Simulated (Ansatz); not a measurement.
# GaP: the cost of one run

Method: DFT PBEsol, scalar-relativistic, plane waves, PAW, in Ansatz 0.2.0.

15 further runs of the same task are left out: 15 set aside as unsound or not needed.

## Step 1: The structure to begin with

The structure is cubic, space group F-43m (No. 216). The conventional cell has a = 5.439 Å, b = 5.439 Å, c = 5.439 Å, α = 90.00°, β = 90.00°, γ = 90.00°. Ga (site symmetry -43m) is surrounded by 4 P at 2.36 Å. P (site symmetry -43m) is surrounded by 4 Ga at 2.36 Å.

As a file:

```cif
data_structure
_symmetry_space_group_name_H-M 'P 1'
_symmetry_Int_Tables_number 1
_cell_length_a 3.8459
_cell_length_b 3.8459
_cell_length_c 3.8459
_cell_angle_alpha 60.000
_cell_angle_beta 60.000
_cell_angle_gamma 60.000
_cell_volume 40.22
loop_
_atom_site_label
_atom_site_type_symbol
_atom_site_fract_x
_atom_site_fract_y
_atom_site_fract_z
_atom_site_occupancy
Ga1 Ga 0.00000 0.00000 0.00000 1
P1 P 0.75000 0.75000 0.75000 1
```

It is the result of an earlier relaxation at this level (volume 20.11 Å³/atom; gap on the mesh: 1.50 eV).

## Step 2: What is varied

The energy is mapped over volume and the cell's shape.

The axes are (1) volume per atom: 7 values from 18.50 to 21.72 Å³; (2) c/a of the conventional cell: 7 values from 0.923 to 1.083.

Nothing else is relaxed (symmetry fixes all fractional coordinates). Energies count from the relaxed crystal. Points are written as (first, second).

## Step 3: Point (18.50 Å³, 1.083)

input.yaml reads:

```yaml
crystal:
  lattice:
    - [0.0, 2.790136835, 2.5751147531]
    - [2.5751147531, 0.0, 2.5751147531]
    - [2.5751147531, 2.790136835, 0.0]
  atoms:
    - { symbol: Ga, position: [0.0, 0.0, 0.0] }
    - { symbol: P, position: [0.75, 0.75, 0.75] }
basis:
  ecutwfc: 420
kpoints:
  mp_grid: { grid: [10, 10, 10] }
hamiltonian:
  xc: pbesol
  pseudopotentials: { kind: paw, azcp: { folder: soft_1 } }
scf:
  occupations: { method: gaussian, width: 0.05 }
output:
  forces: true
  stress: true
  eigenvalues: true
```

Run with:

```console
ansatz run input.yaml --threads 1 --pin off --max-ram 2048MiB --backend cpu --events-out ev --progress --plain --runs-dir out
```

**Question.** How long does this run take on 1 thread of Arm Neoverse N1, shared host, and how much memory does it need?

About 9.5 s, with a peak of 0.34 GiB.
